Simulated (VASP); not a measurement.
Wanted: an ASE script for a VASP 6.6.1 run.

* Task: relaxation of the atoms
* Functional: optB88-vdW
* Potentials or basis: VASP PAW PBE potentials, release 64 (Ho_3), 4f in core
* Cutoff: 600 eV
* k mesh: 9 × 9 × 9
* Occupations: methfessel-paxton, width 0.2 eV
* Spin: non-collinear spin, ferromagnetic start
* Starting moments: [[2.828, 2.828, 0.0]] μB
* Optimiser: BFGS
* Further INCAR settings: ALGO = Normal; EDIFF = 1.00e-06

The structure of Ho lies in Ho.cif:

```cif
data_Ho
_cell_length_a 3.42675643
_cell_length_b 3.44655555
_cell_length_c 3.45191952
_cell_angle_alpha 109.14428588
_cell_angle_beta 109.03751878
_cell_angle_gamma 109.80479886
_space_group_name_H-M_alt 'P-1'
_space_group_name_Hall '-P 1'
_space_group_IT_number 2
loop_
_space_group_symop_operation_xyz
'x,y,z'
'-x,-y,-z'
loop_
_atom_site_label
_atom_site_type_symbol
_atom_site_symmetry_multiplicity
_atom_site_Wyckoff_symbol
_atom_site_fract_x
_atom_site_fract_y
_atom_site_fract_z
_atom_site_occupancy
Ho1 Ho 1 b 0.0000000000 0.0000000000 0.5000000000 1
```

This isn't the form of Ho at room conditions, which is hcp.

The cell isn't the ideal one: cell strained at random at fixed volume.

The input as run:

run.py

```python
from ase.calculators.vasp import Vasp
from ase.io import read
from ase.optimize import BFGS

atoms = read('Ho.cif', primitive_cell=True, subtrans_included=False)
atoms.set_initial_magnetic_moments([[2.828, 2.828, 0.0]])
calc = Vasp(
    directory='calc',
    xc='optb88-vdw',
    pp='PBE',
    setups={'base': 'minimal', 'Ho': '_3'},
    prec='Accurate',
    encut=600,
    ediff=1e-06,
    ismear=1,
    sigma=0.2,
    lreal=False,
    lasph=True,
    nelm=120,
    algo='Normal',
    isif=2,
    lwave=False,
    lcharg=False,
    lnoncollinear=True,
    lorbit=11,
    lmaxmix=6,
    kpts=[9, 9, 9],
    gamma=True,
)
atoms.calc = calc
opt = BFGS(atoms, trajectory='relax.traj')
converged = opt.run(fmax=0.01, steps=40)
print('converged:', converged)

print('energy (eV):', atoms.get_potential_energy())
print('free energy (eV):', atoms.get_potential_energy(force_consistent=True))
print('forces (eV/A):')
print(atoms.get_forces())
print('stress (eV/A^3, Voigt):', atoms.get_stress())
print('Fermi level (eV):', calc.get_fermi_level())
print('cell (A, degrees):', atoms.cell.cellpar())
print('volume (A^3):', atoms.get_volume())
print('scaled positions:')
print(atoms.get_scaled_positions())
```

Potentials or basis: VASP PAW PBE potentials, release 64 (Ho_3), 4f in core.

Launch:

```bash
$ python run.py
```

Results of the run:

| Property | Result |
| --- | --- |
| Pressure after relaxing | -1.7 GPa |
| Band gap on the k mesh | none (metal or under the smearing width) |
| Net moment | 0.00 μB per cell |
| Valence electrons inside the program's atomic spheres | Ho 7.99 |

Caveat: the magnetic or orbital state may not be the lowest; the relaxation stopped at its first step, so nothing moved; the PAW data sets were made with another functional, which shifts forces and pressure a little; spin-orbit coupling is left out, which moves the levels of the heavy elements; the 4f electrons are frozen in the core as for a trivalent ion, so they carry no moment and show no levels.

It took 6.9 min on 1 thread of Intel(R) Xeon(R) 6975P-C (Granite Rapids) (shared host), peak memory 0.71 GiB.
